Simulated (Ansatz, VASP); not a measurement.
One calculation of Ba, two programs

```
Ba
1.0
    -2.35455    2.35455    2.35455
     2.35455   -2.35455    2.35455
     2.35455    2.35455   -2.35455
Ba
1
Cartesian
  0.0000 0.0000 0.0000
```

Change from the starting cell: volume scaled by 0.9, LAPW.

Alike in both runs: task single point; functional PBEsol; k mesh 11 × 11 × 11; occupations fermi-dirac, width 0.08 eV; no spin polarisation.

|  | VASP | Ansatz |
| --- | --- | --- |
| version | VASP 6.6.1 | Ansatz 0.2.0 |
| potentials or method | VASP PAW PBE potentials, release 64 (Ba_sv), cutoff 520 eV | all-electron LAPW, scalar-relativistic |

```tsv
	VASP	Ansatz	Ansatz less VASP
pressure (GPa)	1.3	1.1	-0.14
```

Ansatz ran all-electron here, so the differences hold the error of VASP's frozen core and of both bases.

Caveats: the PAW data sets were made with another functional, which shifts forces and pressure a little (VASP). Spin-orbit coupling is left out, which matters for the levels of Ba.
